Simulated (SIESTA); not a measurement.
Ta:

```xyz
1
Lattice="-1.6513 1.6513 1.6513 1.6513 -1.6513 1.6513 1.6513 1.6513 -1.6513" Properties=species:S:1:pos:R:3 pbc="T T T"
Ta    0.0000    0.0000    0.0000
```

| Quantity | Value |
| --- | --- |
| Program | SIESTA 5.4.2 |
| Task | single point |
| Functional | PBE |
| Potentials or basis | PseudoDojo 0.4 standard (PBE files) |
| Basis | DZP (energy shift 0.003 Ry; two zetas on semicore shells) |
| Grid cutoff | 800 Ry |
| Energy shift | 0.003 Ry |
| k mesh | 11 × 11 × 11 |
| Occupations | fermi-dirac, width 0.05 eV |
| Spin | no spin polarisation |

On this cell: pressure 3.3 GPa; band gap on the k mesh none (metal or under the smearing width).

The same run follows on a disturbed copy (cell strained at random at fixed volume):

```xyz
1
Lattice="-1.6207 1.6546 1.6292 1.6978 -1.6262 1.6778 1.6224 1.6279 -1.6008" Properties=species:S:1:pos:R:3 pbc="T T T"
Ta   -0.0498    0.0348   -0.0299
```

Q: What changes?

A: The energy (extrapolated to zero smearing) moves by +15.2 meV/atom; pressure 3.7 GPa; band gap on the k mesh none (metal or under the smearing width).

Stress tensor (GPa, compression positive):
```
 3.10 -0.19 -4.44
-0.19  4.43 -1.49
-4.44 -1.49  3.46
```

Caveats: short orbitals over semicore shells can move pressures by several GPa; the basis of atomic orbitals isn't converged, which shifts pressures, moduli and gaps.
